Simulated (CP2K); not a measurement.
# TaN (P-62m) in CP2K: notebook, part 3 of 4

CP2K 2026.2. The steps go on from the part before.

### 5 Single point, vdW-DF2

tan_scf.inp

```
&GLOBAL
  PROJECT tan_scf
  RUN_TYPE ENERGY_FORCE
  PRINT_LEVEL LOW
&END GLOBAL
&FORCE_EVAL
  METHOD QS
  STRESS_TENSOR ANALYTICAL
  &DFT
    BASIS_SET_FILE_NAME BASIS_MOLOPT_UZH
    POTENTIAL_FILE_NAME POTENTIAL_UZH
    &MGRID
      CUTOFF 675
      REL_CUTOFF 60
      NGRIDS 4
    &END MGRID
    &QS
      METHOD GPW
      EPS_DEFAULT 1.0E-9
    &END QS
    &KPOINTS
      SCHEME MONKHORST-PACK 6 6 9
      GAMMA_CENTERED T
      SYMMETRY T
      SYMMETRY_BACKEND SPGLIB
    &END KPOINTS
    &SCF
      SCF_GUESS ATOMIC
      EPS_SCF 1.0E-6
      MAX_SCF 100
      ADDED_MOS 27
      CHOLESKY OFF
      EPS_EIGVAL 1.0E-7
      &DIAGONALIZATION ON
        ALGORITHM STANDARD
      &END DIAGONALIZATION
      &MIXING ON
        METHOD BROYDEN_MIXING
        ALPHA 0.4
        BETA 1.5
        NBUFFER 8
      &END MIXING
      &SMEAR ON
        METHOD FERMI_DIRAC
        ELECTRONIC_TEMPERATURE 580.23
      &END SMEAR
    &END SCF
    &XC
      &XC_FUNCTIONAL
        &GGA_X_RPW86
        &END GGA_X_RPW86
        &LDA_C_PW
        &END LDA_C_PW
      &END XC_FUNCTIONAL
      &VDW_POTENTIAL
        POTENTIAL_TYPE NON_LOCAL
        &NON_LOCAL
          TYPE LMKLL
          KERNEL_FILE_NAME vdW_kernel_table.dat
          CUTOFF 300
        &END NON_LOCAL
      &END VDW_POTENTIAL
    &END XC
    &PRINT
      &KPOINTS ON
      &END KPOINTS
      &MULLIKEN ON
      &END MULLIKEN
      &MO ON
        ENERGIES T
        OCCUPATION_NUMBERS T
        &EACH
          QS_SCF 0
        &END EACH
        ADD_LAST NUMERIC
      &END MO
      &LOWDIN ON
      &END LOWDIN
      &HIRSHFELD ON
        SHAPE_FUNCTION DENSITY
      &END HIRSHFELD
      &E_DENSITY_CUBE ON
        STRIDE 1
      &END E_DENSITY_CUBE
      &V_HARTREE_CUBE ON
        STRIDE 1
      &END V_HARTREE_CUBE
      &ELF_CUBE ON
        STRIDE 1
      &END ELF_CUBE
    &END PRINT
  &END DFT
  &SUBSYS
    &CELL
      ABC 5.1960000000 5.1960000000 2.9110000000
      ALPHA_BETA_GAMMA 90.0000000000 90.0000000000 119.9999999998
      PERIODIC XYZ
    &END CELL
    &COORD
      SCALED
      Ta  0.0000000000 0.0000000000 0.0000000000
      Ta  0.6666666667 0.3333333333 0.5000000000
      Ta  0.3333333333 0.6666666667 0.5000000000
      N   0.0000000000 0.3928500000 0.0000000000
      N   0.6071500000 0.6071500000 0.0000000000
      N   0.3928500000 0.0000000000 0.0000000000
    &END COORD
    &KIND Ta
      BASIS_SET DZVP-MOLOPT-PBE-GTH-q13
      POTENTIAL GTH-PBE-q13
    &END KIND
    &KIND N
      BASIS_SET DZVP-MOLOPT-PBE-GTH-q5
      POTENTIAL GTH-PBE-q5
    &END KIND
    &PRINT
      &ATOMIC_COORDINATES ON
      &END ATOMIC_COORDINATES
      &CELL ON
      &END CELL
    &END PRINT
  &END SUBSYS
  &PRINT
    &FORCES ON
    &END FORCES
    &STRESS_TENSOR ON
    &END STRESS_TENSOR
  &END PRINT
&END FORCE_EVAL
```

Potentials or basis: POTENTIAL_UZH Ta GTH-PBE-q13, N GTH-PBE-q5; DZVP-MOLOPT-PBE-GTH basis.

On the command line:

```bash
> OMP_NUM_THREADS=1 cp2k.psmp -i tan_scf.inp -o tan_scf.out
```

tan_scf.out:

```text

 CP2K| version string:                                       CP2K version 2026.2
 CP2K| Input file name                                               tan_scf.inp

 GLOBAL| Force Environment number                                              1
 GLOBAL| Basis set file name                                    BASIS_MOLOPT_UZH
 GLOBAL| Potential file name                                       POTENTIAL_UZH
 GLOBAL| MM Potential file name                                     MM_POTENTIAL
 GLOBAL| Coordinate file name                                      __STD_INPUT__
 GLOBAL| Method name                                                        CP2K
 GLOBAL| Project name                                                    tan_scf
 GLOBAL| Run type                                                   ENERGY_FORCE
 GLOBAL| FFT library                                                       FFTW3
[... 6 lines left out ...]
 GLOBAL| Total number of message passing processes                             1
 GLOBAL| Number of threads for this process                                    1
 GLOBAL| CPU model name                                                  UNKNOWN

 CELL| Volume [angstrom^3]:                                            68.063005
 CELL| Vector a [angstrom]:       5.196     0.000     0.000   |a| =     5.196000
 CELL| Vector b [angstrom]:      -2.598     4.500     0.000   |b| =     5.196000
 CELL| Vector c [angstrom]:       0.000     0.000     2.911   |c| =     2.911000
 CELL| Angle (b,c), alpha [degree]:                                    90.000000
 CELL| Angle (a,c), beta  [degree]:                                    90.000000
 CELL| Angle (a,b), gamma [degree]:                                   120.000000
 CELL| Numerically orthorhombic:                                              NO
 CELL| Periodicity                                                           XYZ

 CELL_REF| Volume [angstrom^3]:                                        68.063005
 CELL_REF| Vector a [angstrom     5.196     0.000     0.000   |a| =     5.196000
 CELL_REF| Vector b [angstrom    -2.598     4.500     0.000   |b| =     5.196000
 CELL_REF| Vector c [angstrom     0.000     0.000     2.911   |c| =     2.911000
 CELL_REF| Angle (b,c), alpha [degree]:                                90.000000
 CELL_REF| Angle (a,c), beta  [degree]:                                90.000000
 CELL_REF| Angle (a,b), gamma [degree]:                               120.000000
 CELL_REF| Numerically orthorhombic:                                          NO
 CELL_REF| Periodicity                                                       XYZ
[... 10 lines left out ...]

  Total number of            - Atomic kinds:                                   2
                             - Atoms:                                          6
                             - Shell sets:                                     6
                             - Shells:                                        39
                             - Primitive Cartesian functions:                 33
                             - Cartesian basis functions:                    135
                             - Spherical basis functions:                    117

  Maximum angular momentum of- Orbital basis functions:                        3
                             - Local part of the GTH pseudopotential:          2
                             - Non-local part of the GTH pseudopotential:      4

 MODULE QUICKSTEP: ATOMIC COORDINATES IN ANGSTROM

   Atom Kind Element         X             Y             Z       Z(eff)     Mass
      1    1 Ta   73      0.000000      0.000000      0.000000  13.0000 180.9479
      2    1 Ta   73      2.598000      1.499956      1.455500  13.0000 180.9479
      3    1 Ta   73     -0.000000      2.999912      1.455500  13.0000 180.9479
      4    2 N     7     -1.020624      1.767773      0.000000   5.0000  14.0067
      5    2 N     7      1.577376      2.732095      0.000000   5.0000  14.0067
      6    2 N     7      2.041249      0.000000      0.000000   5.0000  14.0067

 SCF PARAMETERS         Density guess:                                    ATOMIC
                        --------------------------------------------------------
[... 107 lines left out ...]
  Overlap energy of the core charge distribution:               0.00000003151665
  Self energy of the core charge distribution:               -334.45194441678927
  Core Hamiltonian energy:                                     78.75765597491765
  Hartree energy:                                              79.56461898369247
  Exchange-correlation energy:                                -29.68163552785738
  Dispersion energy:                                            0.21805373822902
  Electronic entropic energy:                                  -0.00023097191956
  Fermi energy:                                                 0.54734261325961

  Total energy:                                              -205.59348218807563
  Total energy (extrapolated to T->0):                       -205.59336670211584

 MO| EIGENVALUES AND OCCUPATION NUMBERS FOR K POINT 1
 MO|
 MO|  Index      Eigenvalue [a.u.]        Eigenvalue [eV]             Occupation
 MO|      1              -2.012505             -54.763060               2.000000
 MO|      2              -2.012505             -54.763059               2.000000
 MO|      3              -1.987827             -54.091528               2.000000
 MO|      4              -0.810765             -22.062040               2.000000
 MO|      5              -0.810765             -22.062040               2.000000
 MO|      6              -0.800165             -21.773598               2.000000
[... 830 lines left out ...]
 MO|     53               1.302551              35.444215               0.000000
 MO|     54               1.307872              35.589018               0.000000
 MO| Sum:                                                              54.000026
 MO| E(Fermi):            0.547343 a.u.         14.893950 eV

 [... the levels of further k-points ...]

 The electron density is written in Cube    file format to the file:

 tan_scf-ELECTRON_DENSITY-1_0.cube

 !-----------------------------------------------------------------------------!
                     Mulliken Population Analysis

 #  Atom  Element  Kind  Atomic population                           Net charge
       1     Ta       1         12.494535                              0.505465
       2     Ta       1         12.306830                              0.693170
       3     Ta       1         12.306830                              0.693170
       4     N        2          5.630602                             -0.630602
       5     N        2          5.630602                             -0.630602
       6     N        2          5.630602                             -0.630602
 # Total charge                             54.000000                  0.000000

 !-----------------------------------------------------------------------------!

 !-----------------------------------------------------------------------------!
                           Hirshfeld Charges

  #Atom  Element  Kind  Ref Charge     Population                    Net charge
      1       Ta     1      13.000         12.727                         0.273
      2       Ta     1      13.000         12.620                         0.380
      3       Ta     1      13.000         12.620                         0.380
      4       N      2       5.000          5.344                        -0.344
      5       N      2       5.000          5.344                        -0.344
      6       N      2       5.000          5.344                        -0.344

  Total Charge                                                            0.000
 !-----------------------------------------------------------------------------!

 LOWDIN POPULATION ANALYSIS

 #  Atom  Element  Kind  Atomic population                           Net charge
       1     Ta       1         12.903843                              0.096157
       2     Ta       1         13.049206                             -0.049206
       3     Ta       1         13.047970                             -0.047970
       4     N        2          5.048606                             -0.048606
       5     N        2          4.968187                              0.031813
       6     N        2          4.982189                              0.017811
 # Total charge                             54.000000                  0.000000

               ----- ELF is computed on the real space grid -----

 ELF is written in Cube    file format to the file:

 tan_scf-ELF_S1-1_0.cube

 ENERGY| Total FORCE_EVAL ( QS ) energy [hartree]           -205.593480169025469

 FORCES| Atomic forces [hartree/bohr]
 FORCES|   Atom     x               y               z               |f|
 FORCES|      1  2.34725912E-07  1.36643741E-07 -6.82530648E-10   2.71603078E-07
 FORCES|      2  5.15585622E-08 -1.06511446E-07 -5.70271259E-11   1.18334174E-07
 FORCES|      3  4.89685097E-08  1.12051975E-07 -5.70453543E-11   1.22284763E-07
 FORCES|      4  2.05549153E-04 -3.55649506E-04  1.25548835E-10   4.10776125E-04
 FORCES|      5  2.05399010E-04  3.56016490E-04  3.95036586E-12   4.11018849E-04
 FORCES|      6 -4.10814619E-04  3.02756030E-07  1.25557305E-10   4.10814730E-04
 FORCES| Sum     4.68797460E-07  8.11924849E-07 -5.41546623E-10
 FORCES| Total atomic force                                       9.37546432E-07

 STRESS| Analytical stress tensor [bar]
 STRESS|                        x                   y                   z
 STRESS|      x        1.76447420540E+05  -1.07878961037E+00  -4.71587117792E-05
 STRESS|      y       -1.07878961037E+00   1.76443252178E+05  -8.12424539682E-05
 STRESS|      z       -4.71587117792E-05  -8.12424539682E-05   1.83431035205E+05
 STRESS| 1/3 Trace                                             1.78773902641E+05
 STRESS| Determinant                                           5.71075047968E+15

 STRESS| Eigenvectors and eigenvalues of the analytical stress tensor [bar]
 STRESS|                        1                   2                   3
 STRESS| Eigenvalues   1.76442989532E+05   1.76447683186E+05   1.83431035205E+05
 STRESS|      x           0.236553808450      0.971618389960     -0.000000006751
 STRESS|      y           0.971618389960     -0.236553808450     -0.000000011625
 STRESS|      z           0.000000012892      0.000000003809      1.000000000000
```

It took 2.3 min on 1 thread of Arm Neoverse V1, shared host; peak memory 0.65 GiB.

What came out:

| Item | Value |
| --- | --- |
| Free energy | -5594.4831 eV |
| Pressure | 17.9 GPa |
| Largest force | 0.021 eV/Å |
| Band gap on the k mesh | none (metal or under the smearing width) |
| Mulliken charges | Ta +0.51, +0.69; N -0.63 e |
| Hirshfeld charges | Ta +0.27, +0.38; N -0.34 e |

Forces in eV/Å, atoms in the order of the input:
```
Ta   0.000  0.000  0.000
Ta   0.000  0.000  0.000
Ta   0.000  0.000  0.000
N    0.011 -0.018  0.000
N    0.011  0.018  0.000
N   -0.021  0.000  0.000
```

Stress tensor (GPa, compression positive):
```
17.64  0.00  0.00
 0.00 17.64  0.00
 0.00  0.00 18.34
```

Caveat: Mulliken charges move with the basis; the potentials were made for another functional, which shifts forces and pressure; the basis of atomic orbitals isn't converged, which shifts pressures, moduli and gaps.

(Continued in part 4 of 4.)
